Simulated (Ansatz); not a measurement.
Start of a relaxation of C:

Space group P4_2/mmc (No. 131). a = 3.473 Å, b = 3.473 Å, c = 4.290 Å, α = 90.00°, β = 90.00°, γ = 90.00°
```
atom  site  symmetry       x       y       z
   C    8p       .m. 0.7819  0.5000  0.1809
```

Computed with Ansatz, DFT PBE, scalar-relativistic, plane waves, PAW. Cutoff 420 eV, Gaussian smearing, Γ-centred meshes. Cell and atoms relax first on a coarse mesh and then on a converged one. In between, the cell is made exact in the group found at 0.06 Å. The steps can't lower the symmetry of their start. No spin polarisation.

A guess keeps its type if space group and coordination stay and the shape of the cell changes little (axis ratios within about 15 %, angles within 6°); the volume may change.

**Question.** Will the relaxed cell still be of the starting type?

**Answer.** It keeps its type. The symmetry stays P4_2/mmc (No. 131). The volume per atom grows by 7.0 %, from 6.5 to 6.9 Å³. The shortest distance goes from 1.51 Å (C–C) to 1.54 Å (C–C). The ratio c/a of the conventional cell changes by a factor of 0.98. Counting neighbours within 15 % of an atom's shortest distance, the start has C 4 and the end C 4.

The last run used an 8×8×6 mesh (in the run's order of axes) for its 8-atom cell and Gaussian smearing of 0.02 eV. A later test with randomly moved atoms came back to the same energy, though modes that don't fit the test's cell weren't probed. Another cell of C relaxed alike, in Fd-3m, lies 0.61 eV/atom lower, so this cell isn't the stable form at this level.
